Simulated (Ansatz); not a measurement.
## BaS in the rocksalt structure

Level of theory: DFT, PBE, scalar-relativistic, no spin polarisation; plane waves to 420 eV with PAW datasets (Ansatz 0.2.0), 10×10×10 k-mesh, Gaussian smearing of 0.05 eV; PAW files: Ansatz's generated set soft_2.

Space group Fm-3m (No. 225). a = 6.428 Å, b = 6.428 Å, c = 6.428 Å, α = 90.00°, β = 90.00°, γ = 90.00°
```json
{"atom": "Ba", "site": "4b", "symmetry": "m-3m", "x": "0.5000", "y": "0.0000", "z": "0.0000"}
{"atom": "S", "site": "4a", "symmetry": "m-3m", "x": "0.0000", "y": "0.0000", "z": "0.0000"}
```

The start was a prototype's sites filled with these elements; the Crystallography Open Database holds the compound in this structure.

Cell and atoms are those of this level's equilibrium.

The run used a cell of 2 atoms; the mesh refers to it.

```
Volume                         : 33.21 Å³/atom
Bader charges                  : Ba 1.42; S -1.42 e
Bulk modulus (Birch–Murnaghan) : 42 GPa
Pressure derivative B0′        : 4.5
Elastically stable             : yes
```

Q: What does PBE give for the shear modulus (Hill)?

A: 24 GPa.

Q: Estimate the formation energy from the elements (0 K, uncorrected) at this level of theory (PBE).

A: -2.13 eV/atom.

Q: What does PBE give for the band gap?

A: 2.23 eV.

Bader charges against formal ones: Ba +1.42 (+2), S −1.42 (−2). The cations give up 71 % of the formal charge; Bader charges stay under formal ones because the anions' density reaches into the cations' basins.

Shannon's ionic radii give a check on the bond lengths: Ba²⁺ with 6 neighbours 1.35 Å + S²⁻ 1.84 Å = 3.19 Å against a computed mean of 3.21 Å. Sums and bonds agree within 3 %, so ion sizes set the bond lengths.

**What was measured.** A cell as deposited of cubic BaS (space group Fm-3m), temperature not stated, from the Crystallography Open Database (1963), has a = 6.388 Å and 32.58 Å³/atom.

From a printed reference work, monograph, original work of 1988, for a bulk crystal of BaS at 2 K: band gap 3.806 eV (indirect).

**Comparison.** The computed cell (6.428 Å, 33.21 Å³/atom) differs from the database's by +1.9 % in volume, about +0.6 % in length. PBE usually overestimates volumes by a few per cent. The static lattice also lacks zero-point motion and thermal expansion, roughly 0.9 to 2.2 % in volume at 300 K (room temperature assumed) by Grüneisen's rule, γ·3k_BT/(B0·V0) with γ of 1 to 2.5, so its own overestimate is larger than the figure. A measured gap of BaS is 3.806 eV (indirect; 2 K; a printed reference work, monograph, original work of 1988); the calculated 2.23 eV misses it by -1.57 eV. Kohn–Sham gaps of semilocal functionals mostly fall below measured ones. Spin–orbit coupling is left out here. Temperature and excitons aren't in the calculation.

Kohn–Sham gaps of semilocal functionals lie under measured ones, often by a third or more. No spin–orbit coupling, a notable omission for heavy elements.
